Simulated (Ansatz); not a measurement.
**SnSe2: a single-point run**

Aim: a sound single-point run of SnSe2. The structure is shown as the input types it.

Program: Ansatz 0.2.0. Level of theory: density functional or hybrid calculation with the settings of its input, plane waves (as first typed). These are calculated values, not measurements.

4 further runs of the same task are left out: 4 that didn't finish.

## Step 1: The system as given

The structure is trigonal, space group P-3m1 (No. 164). Conventional cell: a = 3.825 Å, b = 3.825 Å, c = 6.227 Å, α = 90.00°, β = 90.00°, γ = 120.00°. Sn (site symmetry -3m) has 6 Se at 2.71 Å as nearest neighbours. Se (site symmetry 3m) is surrounded by 3 Sn at 2.71 Å.

Coordinates:

```
CELL_PARAMETERS angstrom
3.82516 0.00000 0.00000
-1.91258 3.31269 0.00000
0.00000 0.00000 6.22706
ATOMIC_POSITIONS crystal
Sn 0.00000 0.00000 0.00000
Se 0.33333 0.66667 0.25308
Se 0.66667 0.33333 0.74692
```

## Step 2: Running it

The input, input.yaml:

```yaml
crystal:
  lattice:
    - [3.8251638404, 0.0, 0.0]
    - [-1.9125819202, 3.3126890594, 0.0]
    - [0.0, 0.0, 6.2270561301]
  atoms:
    - { symbol: Sn, position: [0.0, 0.0, 0.0] }
    - { symbol: Se, position: [0.3333333333, 0.6666666667, 0.2530760434] }
    - { symbol: Se, position: [0.6666666667, 0.3333333333, 0.7469239566] }
kpoints:
  mp_grid: { grid: [6, 6, 4] }
hamiltonian:
  xc: pbe
scf:
  occupations: { method: fixed }
  n_extra_bands: 4
  mixing: { beta: 0.005 }
  max_iter: 52
output:
  forces: true
  stress: true
  eigenvalues: true
```

Started as:

```console
$ ansatz run input.yaml --threads 4 --pin off --max-ram 3686MiB --backend cpu --events-out ev --progress --plain --runs-dir out
```

Q: Will this input give a usable result? If not, why, and what should change?

This run ends as converged. That alone doesn't make the input a sound one.

In the input, scf.mixing.beta is 0.005. What could go wrong: mixing too weak. Here it converged all the same; such a setting changes the road, not the converged state.

To check: delete scf.mixing.beta (the default then holds).
